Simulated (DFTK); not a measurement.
# ZrO2 in DFTK: convergence with k mesh

The system is ZrO2.

```
Zr O
1.0
     3.44913    0.00000    0.00000
     1.72456    2.98703    0.00000
     1.72456    0.99568    2.81620
Zr O
1 2
Direct
  0.00000 0.00000 0.00000
  0.75000 0.75000 0.75000
  0.25000 0.25000 0.25000
```

Measurements of this composition are mostly on another form, of space group No. 14.

The cell isn't the ideal one: cell squeezed.

```yaml
Program: DFTK 0.8.2
Task: convergence study
Functional: LDA
Potentials_or_basis: dojo.nc.sr.lda.v0_4_1.standard.upf (LDA)
Cutoff: 1143 eV
k_mesh: 1 × 1 × 1
Occupations: fermi-dirac, width 0.02 eV
Spin: no spin polarisation
```

These are the settings of the first run; the series varies k mesh, with any setting tied to it.

Hardware: 1 thread of Intel(R) Xeon(R) Platinum 8488C (Sapphire Rapids), with other jobs on the host.

Problem. The values tried are 1 × 1 × 1, 3 × 3 × 3, 4 × 4 × 4, 5 × 5 × 5, 7 × 7 × 7, 8 × 8 × 8, 10 × 10 × 10, 12 × 12 × 12, loosest first. From which on does the pressure stay within 0.1 GPa of the tightest run that finished?

Solution. From 4 × 4 × 4 on.

```
      k mesh  energy less the tightest run, at zero smearing (meV/atom)  pressure (GPa)  gap on the mesh (eV)  SCF cycles
   1 × 1 × 1                                                    -686.51          -16.48                 3.626          17
   3 × 3 × 3                                                       0.83           28.78                 4.174          24
   4 × 4 × 4                                                       0.19           28.95                 3.582          18
   5 × 5 × 5                                                      -0.06           28.93                 3.806          22
   7 × 7 × 7                                                       0.00           28.93                 3.686          19
   8 × 8 × 8                                                       0.00           28.93                 3.582          20
10 × 10 × 10                                                       0.00           28.93                 3.582          19
12 × 12 × 12                                                       0.00           28.93                 3.582          20
```

Against the tightest run, the energy stays within 1 meV/atom from 3 × 3 × 3 on; the gap on the mesh stays within 0.01 eV from 8 × 8 × 8 on. Meshes of other sizes hit other points, so gaps and Fermi surfaces needn't settle smoothly. The tightest run that finished is the yardstick and may itself not be fully converged.
